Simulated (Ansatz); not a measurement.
## In: what symmetry allows forces and stress to be

```
CELL_PARAMETERS angstrom
3.24288 -0.01110 -0.00791
-1.63105 2.80287 -0.00787
-0.02538 -0.04385 10.55283
ATOMIC_POSITIONS crystal
In 0.00000 0.00000 0.00000
In 0.27265 0.72735 0.25000
In 0.00000 0.00000 0.50000
In 0.72735 0.27265 0.75000
```

Level of theory: DFT PBEsol, scalar-relativistic, plane waves, PAW (Ansatz 0.2.0).

Plane waves to 420 eV, a k mesh through Γ of 14×14×4 on the computed 4-atom cell and Gaussian smearing (0.10 eV); no spin polarisation.

This distorted cell has space group P-1, with 2 operations.

Without a calculation: in which directions can each atom feel a force?

A force must be left unchanged by every operation that keeps its atom in place, so it lies in the space that those operations leave fixed. Atoms that the group maps onto each other feel forces of one size.
| atom | site symmetry | operations at the site | equivalent to atom | allowed force (Cartesian) |
| --- | --- | --- | --- | --- |
| In1 | -1 | 2 | 1 | none |
| In2 | 1 | 1 | 2 | any direction |
| In3 | -1 | 2 | 3 | none |
| In4 | 1 | 1 | 2 | any direction |

That leaves 3 independent force components of 12. A relaxation in this cell that keeps the symmetry moves the atoms in these directions alone.

And the stress tensor?

It must be invariant under the point group, which leaves 6 independent components.

Do the computed values obey this?

Yes. Forces (eV/Å):
```
In1  0.000  0.000  0.000
In2  0.103 -0.059  0.000
In3  0.000  0.000  0.000
In4 -0.103  0.059  0.000
```

Stress (GPa, compression positive, xx yy zz yz xz xy): 3.74 2.82 5.01 0.05 0.03 -0.79. The program imposes the same operations on density, forces and stress, so this confirms the analysis and is no independent test of the calculation.

This form isn't the element's structure at ambient conditions.